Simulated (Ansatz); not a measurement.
**Step by step: LiF, relaxation of cell and atoms**

Computed with Ansatz 0.2.0, DFT, PBE, PAW with Ansatz's default frozen-core files, scalar-relativistic.

Command: `ansatz run input.yaml --threads 1 --pin off --max-ram 2048MiB --backend cpu --events-out ev --progress --plain --runs-dir out` The run took about 19 s on 1 thread of a shared machine.

```yaml
crystal:
  lattice:
    - [0.0, 2.2322827293, 2.2322827293]
    - [2.2322827293, 0.0, 2.2322827293]
    - [2.2322827293, 2.2322827293, 0.0]
  atoms:
    - { symbol: Li, position: [0.0, 0.0, 0.0] }
    - { symbol: F, position: [0.25, 0.25, 0.25] }
kpoints:
  mp_grid: { grid: [16, 16, 16] }
scf:
  occupations: { method: fermi_dirac, width: 0.03 }
hamiltonian:
  xc: pbe
  pseudopotentials: { kind: paw }
output:
  forces: true
  stress: true
relax:
  f_tol: 0.005
  max_steps: 80
  cell: {}
```

The cell is built from the zincblende type as a first guess.

The cutoff is 420 eV; energies and pressures of the walk include the program's estimate of the Pulay term.

Each frame lists the cell vectors (Å), then Cartesian positions (Å); symmetry keeps all forces zero. Free energies count from the first step, -1016.1486 eV.

The walk took 7 evaluations in all; steps that aren't listed are left out.

Step 1: E = 0.0 meV, P = -3.07 GPa

```
cell 0.0000 2.2323 2.2323 2.2323 0.0000 2.2323 2.2323 2.2323 0.0000
Li    0.0000    0.0000    0.0000
F     1.1161    1.1161    1.1161
```

Step 2:

```
cell 0.0000 2.2165 2.2165 2.2165 0.0000 2.2165 2.2165 2.2165 0.0000
Li    0.0000    0.0000    0.0000
F     1.1083    1.1083    1.1083
```

Step 3: E = -17.9 meV, P = 0.12 GPa

```
cell 0.0000 2.1855 2.1855 2.1855 0.0000 2.1855 2.1855 2.1855 0.0000
Li    0.0000    0.0000    0.0000
F     1.0927    1.0927    1.0927
```

Step 4: E = -17.8 meV, P = 0.00 GPa

```
cell 0.0000 2.1871 2.1871 2.1871 0.0000 2.1871 2.1871 2.1871 0.0000
Li    0.0000    0.0000    0.0000
F     1.0936    1.0936    1.0936
```

Step 5: E = -14.7 meV, P = -0.36 GPa (the cell of the step before, solved again on a basis chosen afresh, hence the jump)

Problem. Give the energy, pressure of step 2.

Solution. E = -9.1 meV, P = -2.07 GPa
```
Li    0.0000    0.0000    0.0000
F     1.1083    1.1083    1.1083
```

Problem. How does the relaxation end?

Solution. It converges, with a = 4.365 Å, b = 4.365 Å, c = 4.365 Å, α = 90.00°, β = 90.00°, γ = 90.00° (conventional cell, space group F-43m). The last solve (on a basis chosen afresh for the final cell, so its energy is not quite comparable) gives E = -14.9 meV, P = -0.04 GPa:
```
cell 0.0000 2.1826 2.1826 2.1826 0.0000 2.1826 2.1826 2.1826 0.0000
Li    0.0000    0.0000    0.0000
F     1.0913    1.0913    1.0913
```
